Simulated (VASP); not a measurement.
# WC (Qusongite) (P-6m2) in VASP: further runs

Runs on WC (Qusongite). Level: PBE+D3(BJ). Tasks: single point, relaxation of cell and atoms.

All numbers are computed with VASP 6.6.1; they aren't measurements. Logs are shortened: lines on timing, memory, paths and dates and some standing lists are left out, and cuts for length are marked.

## 1. The crystal as given

The structure is hexagonal, space group P-6m2 (No. 187). Conventional cell: a = 2.922 Å, b = 2.922 Å, c = 2.847 Å, α = 90.00°, β = 90.00°, γ = 120.00°. Around W (site symmetry -6m2) lie 6 C at 2.21 Å. C (site symmetry -6m2) is surrounded by 6 W at 2.21 Å.

## 2. Single point, PBE+D3(BJ) (relaxed again under DFT PBE+D3(BJ), scalar-relativistic, plane waves, PAW)

INCAR

```
SYSTEM = WC
PREC = Accurate
ENCUT = 520
EDIFF = 1E-6
ISMEAR = 0
SIGMA = 0.1
LREAL = .FALSE.
LASPH = .TRUE.
NELM = 100
ALGO = Fast
ISIF = 2
LWAVE = .FALSE.
LCHARG = .TRUE.
GGA = PE
IVDW = 12
LELF = .TRUE.
LVHAR = .TRUE.
NBANDS = 16
```

KPOINTS

```
Automatic mesh
0
G
  18 18 14
  0 0 0
```

POSCAR

```
WC
1.0
    2.9020923489      0.0000000000      0.0000000000
   -1.4510461744      2.5132856983      0.0000000000
    0.0000000000      0.0000000000      2.8327426236
W C
1 1
Direct
    0.0000000000      0.0000000000      0.0000000000
    0.6666666667      0.3333333333      0.5000000000
```

Potentials or basis: VASP PAW PBE potentials, release 64 (W_sv, C).

Launch:

```sh
> cat potpaw_PBE.64/W_sv/POTCAR potpaw_PBE.64/C/POTCAR > POTCAR
> mpirun -np 1 vasp_std > vasp.out
```

OUTCAR:

```text
SYSTEM = WC
   PREC = Accurate
   ENCUT = 520
   EDIFF = 1E-6
   ISMEAR = 0
   LREAL = .FALSE.
   LASPH = .TRUE.
   NELM = 100
   ISIF = 2
   GGA = PE
   IVDW = 12
 IVDW          = 12

 ion  position               nearest neighbor table
   1  0.000  0.000  0.000-   2 2.19   2 2.19   2 2.19   2 2.19   2 2.19   2 2.19
   2  0.667  0.333  0.500-   1 2.19   1 2.19   1 2.19   1 2.19   1 2.19   1 2.19

  LATTYP: Found a hexagonal cell.
 ALAT       =     2.9020923489
 C/A-ratio  =     0.9761035429

  Lattice vectors:

 A1 = (   2.9020923489,   0.0000000000,   0.0000000000)
 A2 = (  -1.4510461744,   2.5132856983,   0.0000000000)
 A3 = (   0.0000000000,   0.0000000000,   2.8327426236)

Analysis of symmetry for initial positions (statically):
=====================================================================
 Subroutine PRICEL returns:
 Original cell was already a primitive cell.

 Routine SETGRP: Setting up the symmetry group for a
 hexagonal supercell.

 Subroutine GETGRP returns: Found 12 space group operations
 (whereof 12 operations were pure point group operations)
 out of a pool of 24 trial point group operations.

The static configuration has the point symmetry D_3h.

Analysis of symmetry for dynamics (positions and initial velocities):
=====================================================================
 Subroutine PRICEL returns:
 Original cell was already a primitive cell.

 Routine SETGRP: Setting up the symmetry group for a
 hexagonal supercell.

 Subroutine GETGRP returns: Found 12 space group operations
 (whereof 12 operations were pure point group operations)
 out of a pool of 24 trial point group operations.

The dynamic configuration has the point symmetry D_3h.

 Subroutine INISYM returns: Found 12 space group operations
 (whereof 12 operations are pure point group operations),
 and found     1 'primitive' translations

----------------------------------------------------------------------------------------

                                     Primitive cell

  volume of cell :      20.6614

  direct lattice vectors                    reciprocal lattice vectors
     2.902092349  0.000000000  0.000000000     0.344578973  0.198942763  0.000000000
    -1.451046174  2.513285698  0.000000000     0.000000000  0.397885525  0.000000000
     0.000000000  0.000000000  2.832742624     0.000000000  0.000000000  0.353014775

  length of vectors
     2.902092349  2.902092349  2.832742624     0.397885525  0.397885525  0.353014775

  position of ions in fractional coordinates (direct lattice)
     0.000000000  0.000000000  0.000000000
     0.666666667  0.333333333  0.500000000

  ion indices of the primitive-cell ions
   primitive index   ion index
                 1           1
                 2           2

----------------------------------------------------------------------------------------

 KPOINTS: Automatic mesh

Automatic generation of k-mesh.
 Grid dimensions read from file:
 generate k-points for:   18   18   14

 Generating k-lattice:

  Cartesian coordinates                     Fractional coordinates (reciprocal lattice)
     0.019143276  0.011052376  0.000000000     0.055555556  0.000000000  0.000000000
     0.000000000  0.022104751  0.000000000     0.000000000  0.055555556  0.000000000
     0.000000000  0.000000000  0.025215341     0.000000000  0.000000000  0.071428571

  Length of vectors
     0.022104751  0.022104751  0.025215341

  Shift w.r.t. Gamma in fractional coordinates (k-lattice)
     0.000000000  0.000000000  0.000000000

 Subroutine IBZKPT returns following result:
 ===========================================

 Found    296 irreducible k-points:

 Following reciprocal coordinates:
            Coordinates               Weight
  0.000000  0.000000  0.000000      1.000000
  0.055556 -0.000000  0.000000      6.000000
  0.111111 -0.000000  0.000000      6.000000
  0.166667  0.000000  0.000000      6.000000
  0.222222  0.000000  0.000000      6.000000
  0.277778  0.000000  0.000000      6.000000
[... 16 lines left out ...]
  0.333333  0.111111  0.000000     12.000000
  0.388889  0.111111  0.000000     12.000000
 [... further k-points ...]
   k-points           NKPTS =    296   k-points in BZ     NKDIM =    296   number of bands    NBANDS=     16
   number of dos      NEDOS =    301   number of ions     NIONS =      2
   total plane-waves  NPLWV =  13824
   dimension x,y,z NGX =    24 NGY =   24 NGZ =   24
   dimension x,y,z NGXF=    48 NGYF=   48 NGZF=   48
   ions per type =               1   1
   NGX,Y,Z   is equivalent  to a cutoff of  13.75, 13.75, 14.08 a.u.
   NGXF,Y,Z  is equivalent  to a cutoff of  27.50, 27.50, 28.17 a.u.
 SYSTEM =  WC
   PREC   = accura    normal or accurate (medium, high low for compatibility)
   ISTART =      0    job   : 0-new  1-cont  2-samecut
   ICHARG =      2    charge: 1-file 2-atom 10-const
   ISPIN  =      1    spin polarized calculation?
   LNONCOLLINEAR =      F non collinear calculations
   LSORBIT =      F    spin-orbit coupling
   LASPH  =      T    aspherical Exc in radial PAW
   ENCUT  =  520.0 eV  38.22 Ry    6.18 a.u.   5.40  5.40  5.27*2*pi/ulx,y,z
   NELM   =    100;   NELMIN=  2; NELMDL= -5     # of ELM steps
   EDIFF  = 0.1E-05   stopping-criterion for ELM
   LREAL  =      F    real-space projection
   EDIFFG = 0.1E-04   stopping-criterion for IOM
   NSW    =      0    number of steps for IOM
   IBRION =     -1    ionic relax: 0-MD 1-quasi-New 2-CG
   NFREE  =      0    steps in history (QN), initial steepest desc. (CG)
   ISIF   =      2    stress and relaxation
   ISYM   =      2    0-nonsym 1-usesym 2-fastsym
   POTIM  = 0.5000    time-step for ionic-motion
   TEBEG  =    0.0;   TEEND  =   0.0 temperature during run
   PSTRESS=    0.0 pullay stress
   NELECT =      18.0000    total number of electrons
   NUPDOWN=      -1.0000    fix difference up-down
   EMIN   =  10.00;   EMAX   =-10.00  energy-range for DOS
   EFERMI =   0.00;   METHOD = LEGACY
   ISMEAR =     0;   SIGMA  =   0.10  broadening in eV -4-tet -1-fermi 0-gaus
   EFERMI_NEDOS =   21; number of points for ismear=-14 and -15
   IALGO  =     68    algorithm
   IMIX   =      4    mixing-type and parameters
     AMIX     =   0.40;   BMIX     =  1.00
     AMIX_MAG =   1.60;   BMIX_MAG =  1.00
  volume/ion in A,a.u.               =      10.33        69.72
  Fermi-wavevector in a.u.,A,eV,Ry     =   1.563552  2.954684 33.262083  2.444694
  Thomas-Fermi vector in A             =   2.666306
   LORBIT       =      0    0 simple, 1 ext, 2 COOP (PROOUT), +10 PAW based schemes
   GGA     = PE    functional components
   LHFCALC =     F    Hartree Fock is set to
   AEXX    =    0.0000 exact exchange contribution
   IVDW    =    12    specifies the selected vdW correction
   LEPSILON=     F    determine dielectric tensor
   LRPA    =     F    only Hartree local field effects (RPA)
 non-spin polarized calculation
 RMM-DIIS sequential band-by-band and
 Gauss-broadening in eV      SIGMA  =   0.10
  energy-cutoff  :      520.00
  volume of cell :       20.66
 maximum number of plane-waves:       580
 NGX is ok and might be reduce to    24
   NGX = 11   NGY = 11   NGZ = 11

 number of electron      18.0000000 magnetization

 Free energy of the ion-electron system (eV)
  ---------------------------------------------------
  ext. energy  EPLUGINS =         0.00000000
  ---------------------------------------------------
  free energy    TOTEN  =       -22.43826783 eV

  energy without entropy =      -22.43695574  energy(sigma->0) =      -22.43761178

 E-fermi :  11.1348     XC(G=0): -13.8244

 val. band max:       11.0977681303   @ k =   0.1111  -0.0000   0.3571
 cond. band min:      11.1455453785   @ k =   0.4444   0.0000   0.5000
 fundamental gap:      0.0477772483
 Fermi energy:        11.1347553059

 k-point     1 :       0.0000    0.0000    0.0000
  band No.  band energies     occupation
      1     -62.8526      2.00000
      2     -26.8322      2.00000
      3     -26.7302      2.00000
      4     -26.7302      2.00000
      5      -3.3421      2.00000
      6       6.8041      2.00000
[... 8 lines left out ...]
     15      25.5301      0.00000
     16      27.9217      0.00000

 k-point     2 :       0.0556   -0.0000    0.0000
  band No.  band energies     occupation
      1     -62.8508      2.00000
      2     -26.8289      2.00000
      3     -26.7566      2.00000
      4     -26.7362      2.00000
      5      -3.2600      2.00000
      6       6.8356      2.00000
[... 8 lines left out ...]
     15      25.3398      0.00000
     16      28.0960      0.00000

 k-point     3 :       0.1111   -0.0000    0.0000
  band No.  band energies     occupation
      1     -62.8456      2.00000
      2     -26.8320      2.00000
      3     -26.8191      2.00000
      4     -26.7533      2.00000
      5      -3.0202      2.00000
      6       6.8104      2.00000
[... 8 lines left out ...]
     15      25.0237      0.00000
     16      28.5943      0.00000

 k-point     4 :       0.1667    0.0000    0.0000
  band No.  band energies     occupation
      1     -62.8377      2.00000
      2     -26.9459      2.00000
      3     -26.8041      2.00000
      4     -26.7794      2.00000
      5      -2.6416      2.00000
      6       6.4363      2.00000
[... 8 lines left out ...]
     15      24.8563      0.00000
     16      29.3649      0.00000
[... 324 lines left out ...]
 k-point    22 :       0.2778    0.1111    0.0000
  band No.  band energies     occupation
      1     -62.8054      2.00000
      2     -27.3545      2.00000
      3     -26.9258      2.00000
      4     -26.7425      2.00000
      5      -0.8414      2.00000
      6       4.8196      2.00000
[... 8 lines left out ...]
     15      26.3212      0.00000
     16      27.7779      0.00000

 k-point    23 :       0.3333    0.1111    0.0000
  band No.  band energies     occupation
      1     -62.7979      2.00000
      2     -27.4458      2.00000
      3     -26.9584      2.00000
      4     -26.7282      2.00000
      5      -0.3266      2.00000
      6       4.4781      2.00000
[... 8 lines left out ...]
     15      25.8459      0.00000
     16      28.0164      0.00000

 k-point    24 :       0.3889    0.1111    0.0000
  band No.  band energies     occupation
      1     -62.7930      2.00000
      2     -27.5047      2.00000
      3     -26.9796      2.00000
      4     -26.7189      2.00000
      5       0.0489      2.00000
      6       4.2511      2.00000
[... 8 lines left out ...]
     15      24.9917      0.00000
     16      28.7170      0.00000

 [... further k-points ...]

------------------------ aborting loop because EDIFF is reached ----------------------------------------

 Edisp (eV)   -0.92783

 E8    (eV) :    -0.4254

  FORCE on cell =-STRESS in cart. coord.  units (eV):
  Direction    XX          YY          ZZ          XY          YZ          ZX
  --------------------------------------------------------------------------------------
  -------------------------------------------------------------------------------------
  Total       0.13597     0.13597     0.17647     0.00000    -0.00000     0.00000
  in kB      10.54335    10.54335    13.68402     0.00000    -0.00000     0.00000
  external pressure =       11.59 kB  Pullay stress =        0.00 kB

 VOLUME and BASIS-vectors are now :
 -----------------------------------------------------------------------------
  energy-cutoff  :      520.00
  volume of cell :       20.66
      direct lattice vectors                 reciprocal lattice vectors
     2.902092349  0.000000000  0.000000000     0.344578973  0.198942763  0.000000000
    -1.451046174  2.513285698  0.000000000     0.000000000  0.397885525  0.000000000
     0.000000000  0.000000000  2.832742624     0.000000000  0.000000000  0.353014775

 POSITION                                       TOTAL-FORCE (eV/Angst)
 -----------------------------------------------------------------------------------
      0.00000      0.00000      0.00000        -0.000000      0.000000      0.000000
      1.45105      0.83776      1.41637         0.000000     -0.000000      0.000000
 -----------------------------------------------------------------------------------
    total drift:                                0.000000     -0.000000      0.000000

  FREE ENERGIE OF THE ION-ELECTRON SYSTEM (eV)
  ---------------------------------------------------
  free  energy   TOTEN  =       -23.3660958031 eV

  energy  without entropy=      -23.3647837072  energy(sigma->0) =      -23.36543976
```

Wall time 64 s (1 thread of AMD EPYC 9R14 (Zen 4), shared host); peak memory 0.2 GiB.

What came out:

```
Free energy                : -23.3661 eV
Pressure                   : 1.2 GPa
Band gap on the k mesh     : none (metal or under the smearing width)
Dispersion energy per atom : -0.464 eV
```

Levels at points of the mesh, in eV from the Fermi level:
```csv
k point,band 7,band 8,band 9,band 10,band 11,band 12
"(0.00, 0.00, 0.00)",-3.34,-3.34,0.09,3.26,3.26,5.66
"(0.50, 0.00, 0.00)",-3.63,-3.58,-0.46,2.37,4.57,4.93
"(0.00, 0.00, 0.50)",-2.02,-2.02,-0.58,-0.58,3.69,4.54
"(0.50, 0.00, 0.50)",-4.33,-4.19,0.30,4.47,5.35,6.69
```

Caveat: pairwise dispersion overbinds metals, which lowers pressure and volume.

## 3. Relaxation of cell and atoms, PBE+D3(BJ)

INCAR

```
PREC = Accurate ; ENCUT = 600
EDIFF = 1E-7 ; ISMEAR = 0
SIGMA = 0.1 ; LREAL = F
LASPH = T ; NELM = 100
ALGO = Fast ; ISIF = 3
LWAVE = F ; LCHARG = F
GGA = PE ; IVDW = 12
IBRION = 2 ; NSW = 70
EDIFFG = -0.005
```

KPOINTS

```
regular mesh
0
Gamma
  18 18 14
```

POSCAR

```
WC
1.0
    2.9216789202      0.0000000000      0.0000000000
   -1.4608394601      2.5302481666      0.0000000000
    0.0000000000      0.0000000000      2.8470525734
W C
1 1
Direct
    0.0000000000      0.0000000000      0.0000000000
    0.6666666667      0.3333333333      0.5000000000
```

Potentials or basis: VASP PAW PBE potentials, release 64 (W_sv, C).

Launch:

```sh
> cat potpaw_PBE.64/W_sv/POTCAR potpaw_PBE.64/C/POTCAR > POTCAR
> mpirun -np 1 vasp_std > vasp.out
```

Run time: 3.7 min. Hardware: 1 thread of AMD EPYC 9R14 (Zen 4), shared host; peak memory 0.22 GiB.

Results (log left out):

```yaml
Free_energy: -23.3676 eV
Relaxed_volume: 10.36 Å³/atom
Relaxed_cell: a = 2.904 Å, b = 2.904 Å, c = 2.835 Å, α = 90.00°, β = 90.00°, γ = 120.00°
Space_group_after_relaxing_to_0.05_Å: P-6m2 (No. 187)
Energy_gained_by_relaxing: 3.3 meV/atom
Ionic_steps: 6
Pressure_after_relaxing: 0.0 GPa
Band_gap_on_the_k_mesh: none (metal or under the smearing width)
Dispersion_energy_per_atom: -0.463 eV
```

Step by step:
```tsv
step	energy change (eV)	largest force (eV/Å)	pressure (GPa)	volume (Å³)
1	0.0000	0.0000	-6.13	21.05
2	0.0430	0.0000	18.95	19.84
3	-0.0064	0.0000	-0.12	20.72
4	-0.0064	0.0000	0.05	20.71
5	-0.0064	0.0000	0.03	20.71
6	-0.0065	0.0000	0.04	20.71
```

Final structure:
```yaml
crystal:
  lattice:
    - [2.90425, 0.00000, 0.00000]
    - [-1.45213, 2.51516, 0.00000]
    - [0.00000, 0.00000, 2.83544]
  atoms:
    - { symbol: W, position: [0.00000, 0.00000, 0.00000] }
    - { symbol: C, position: [0.66667, 0.33333, 0.50000] }
```

Levels at points of the mesh, in eV from the Fermi level:
| k point | band 5 | band 6 | band 7 | band 8 | band 9 | band 10 | band 11 | band 12 | band 13 |
| --- | --- | --- | --- | --- | --- | --- | --- | --- | --- |
| (0.00, 0.00, 0.00) | -14.46 | -4.32 | -3.33 | -3.33 | 0.09 | 3.25 | 3.25 | 5.64 | 5.64 |
| (0.50, 0.00, 0.00) | -11.10 | -7.03 | -3.62 | -3.57 | -0.46 | 2.36 | 4.55 | 4.91 | 6.88 |
| (0.00, 0.00, 0.50) | -10.42 | -8.66 | -2.01 | -2.01 | -0.58 | -0.58 | 3.68 | 4.54 | 4.54 |
| (0.50, 0.00, 0.50) | -11.30 | -6.46 | -4.31 | -4.19 | 0.29 | 4.45 | 5.33 | 6.66 | 9.21 |

Caveat: pairwise dispersion overbinds metals, which lowers pressure and volume. The run has no spin-orbit coupling, so splittings on W are missing.
